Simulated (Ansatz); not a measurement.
**Molecular dynamics of TiO$_{2}$**

Input:

```yaml
crystal:
  lattice:
    - [3.962927, 0.0, 0.0]
    - [0.0, 3.962927, 0.0]
    - [0.0, 0.0, 10.073558]
  atoms:
    - { symbol: Ti, position: [-0.08814585, -0.04688085, 0.01013414] }
    - { symbol: Ti, position: [0.1222404, 0.53482579, 0.23219106] }
    - { symbol: O, position: [0.10413199, 0.58108202, 0.42835678] }
    - { symbol: O, position: [0.07926911, 0.00613156, 0.22618203] }
    - { symbol: O, position: [-0.07338387, 0.50553196, 0.03817215] }
    - { symbol: O, position: [-0.04935193, 0.0968045, 0.83844595] }
    - { symbol: Ti, position: [0.57445612, 0.52959092, 0.50832688] }
    - { symbol: Ti, position: [0.42464401, 0.04012687, 0.76800861] }
    - { symbol: O, position: [0.46457158, 0.04983509, 0.96156957] }
    - { symbol: O, position: [0.46266044, 0.5514083, 0.71232784] }
    - { symbol: O, position: [0.60786262, 0.02395907, 0.54423718] }
    - { symbol: O, position: [0.60394019, 0.58316887, 0.29135618] }
basis:
  ecutwfc: 420.0
kpoints:
  mp_grid: { grid: [3, 3, 2] }
hamiltonian:
  xc: pbe
  pseudopotentials: { kind: paw, azcp: { folder: soft_1 } }
scf:
  occupations: { method: fermi_dirac, width: 0.36 }
  lower_state_search: "off"
md:
  timestep: 0.75
  n_steps: 169
  ensemble: nvt_langevin
  temperature: 3360.0
  initial_velocities: maxwell_boltzmann
  seed: 539210
  friction: 0.02
  temperature_schedule:
    - { n_steps: 127, end_temperature: 300.0 }
    - { n_steps: 42, end_temperature: 300.0 }
```

Run as:

```bash
$ ansatz run input.yaml --threads 1 --pin off --max-ram 3072MiB --backend cpu --events-out ev --progress --plain --runs-dir out
```

It goes on from the last frame of an earlier run, with new velocities.

Output, in part (step lines):

```
md step     0: t =     0.00 fs  T =  3080.0 K (target 3360.0 K)  F+E_penalty+E_count = -14551.19349527 eV  E_kin = 4.777450 eV  (11 SCF iters)
md step     1: t =     0.75 fs  T =  3243.1 K (target 3348.0 K)  F+E_penalty+E_count = -14551.22800212 eV  E_kin = 5.030456 eV  (9 SCF iters)
md step     2: t =     1.50 fs  T =  3177.8 K (target 3323.9 K)  F+E_penalty+E_count = -14551.26066187 eV  E_kin = 4.929209 eV  (8 SCF iters)
md step     3: t =     2.25 fs  T =  3268.4 K (target 3299.8 K)  F+E_penalty+E_count = -14551.28045492 eV  E_kin = 5.069608 eV  (9 SCF iters)
md step     4: t =     3.00 fs  T =  3323.2 K (target 3275.7 K)  F+E_penalty+E_count = -14551.29285376 eV  E_kin = 5.154684 eV  (9 SCF iters)
md step     5: t =     3.75 fs  T =  3448.7 K (target 3251.6 K)  F+E_penalty+E_count = -14551.29838832 eV  E_kin = 5.349378 eV  (6 SCF iters)
md step     6: t =     4.50 fs  T =  3926.5 K (target 3227.5 K)  F+E_penalty+E_count = -14551.28856114 eV  E_kin = 6.090419 eV  (7 SCF iters)
md step     7: t =     5.25 fs  T =  3864.8 K (target 3203.4 K)  F+E_penalty+E_count = -14551.26546634 eV  E_kin = 5.994791 eV  (7 SCF iters)
[... lines left out ...]
md step   168: t =   126.00 fs  T =  1151.4 K (target 300.0 K)  F+E_penalty+E_count = -14552.33949320 eV  E_kin = 1.785920 eV  (5 SCF iters)
md step   169: t =   126.75 fs  T =  1145.5 K (target 300.0 K)  F+E_penalty+E_count = -14552.35238401 eV  E_kin = 1.776799 eV  (8 SCF iters)
```

The steps, from the saved trajectory:

```csv
time (fs),T (K),potential energy less start (eV)
0,3080,0.000
3.75,3449,-0.105
7.5,3999,0.092
11.25,4144,0.237
15,4076,0.445
18.75,3349,0.982
22.5,2942,1.248
26.25,3186,1.239
30,3309,1.272
33.75,3025,1.568
37.5,2274,1.856
41.25,2023,1.771
45,2390,1.584
48.75,2392,1.386
52.5,2619,1.127
56.25,3050,0.829
60,3210,0.457
63.75,2993,0.380
67.5,2161,0.893
71.25,1784,1.457
75,1800,1.545
78.75,1816,1.244
82.5,1825,0.901
86.25,1643,0.748
90,1589,0.709
93.75,1411,0.607
97.5,1489,0.268
101.25,1676,-0.279
105,1868,-0.744
108.75,1874,-0.991
112.5,1827,-1.058
116.25,1603,-1.077
120,1492,-1.099
123.75,1270,-1.118
```

The run went to its last step. The schedule's set-point averaged 556 K over the second half and the system 1720 K, so it lags behind the ramp. A run of 0.13 ps of so small a system gives no equilibrium averages. Limits of this set-up: coarse k mesh.

Mean squared displacements from the first frame to the last, about the centre of mass: Ti 0.24 Å², O 0.28 Å².

Last frame:

```xyz
12
Lattice="3.9629 0.0000 0.0000 0.0000 3.9629 0.0000 0.0000 0.0000 10.0736" Properties=species:S:1:pos:R:3
Ti -0.512 0.688 0.071
Ti 0.017 2.781 2.486
O -0.039 2.124 4.655
O -0.011 0.767 1.990
O -0.252 2.739 0.603
O -0.327 0.059 7.892
Ti 1.954 2.573 5.075
Ti 1.814 -0.092 7.719
O 1.732 0.717 9.646
O 1.765 2.221 7.224
O 1.829 0.289 5.649
O 1.840 2.616 2.811
```

Time of the run: 24 min on 1 thread of Arm Neoverse V1, on a shared host, peak memory 0.49 GiB.
